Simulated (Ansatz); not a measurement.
A run of Ansatz 0.2.0 is set up as follows.

input.yaml

```yaml
crystal:
  lattice:
    - [3.223, 0.0, 0.0]
    - [-1.6115, 2.7911998764, 0.0]
    - [0.0, 0.0, 3.191]
  atoms:
    - { symbol: Mo, position: [0.0, 0.0, 0.0] }
    - { symbol: P, position: [0.3333333333, 0.6666666667, 0.5] }
hamiltonian:
  xc: blyp
  pseudopotentials: { kind: paw }
kpoints:
  mp_grid: { grid: [10, 10, 8] }
scf:
  occupations: { method: fermi_dirac, width: 0.05 }
output:
  forces: true
  stress: true
relax:
  f_tol: 0.01
  max_steps: 40
  cell: { stress_tol: 0.05 }
```

Potentials or basis: Ansatz PAW.

Launch:

```bash
$ ansatz run input.yaml --threads 2 --pin off --max-ram 5632MiB --backend cpu --events-out ev --progress --plain --runs-dir out
```

**Question.** Estimate the relaxed volume.

**Answer.** 15.30 Å³/atom.

**Question.** Estimate the space group after relaxing (to 0.05 Å).

**Answer.** P-6m2 (No. 187).

**Question.** Predict the relaxed cell.

**Answer.** a = 3.310 Å, b = 3.310 Å, c = 3.225 Å, α = 90.00°, β = 90.00°, γ = 120.00°.

Step by step:
| step | energy change (eV) | largest force (eV/Å) | volume (Å³) |
| --- | --- | --- | --- |
| 1 | 0.0000 | 0.0000 | 28.71 |
| 2 | -0.0560 | 0.0000 | 31.16 |
| 3 | -0.0751 | 0.0000 | 30.70 |
| 4 | -0.0753 | 0.0000 | 30.60 |
| 5 | -0.0753 | 0.0000 | 30.60 |
| 6 | -0.0759 | 0.0000 | 30.60 |

Caveat: the plane-wave basis is chosen anew once the cell has moved, so the energies of steps on either side of that aren't comparable; the PAW data sets come from PBE, with cores solved anew for the run's functional, which leaves a small shift of forces and pressure. Zero-point motion and thermal expansion aren't in these numbers.
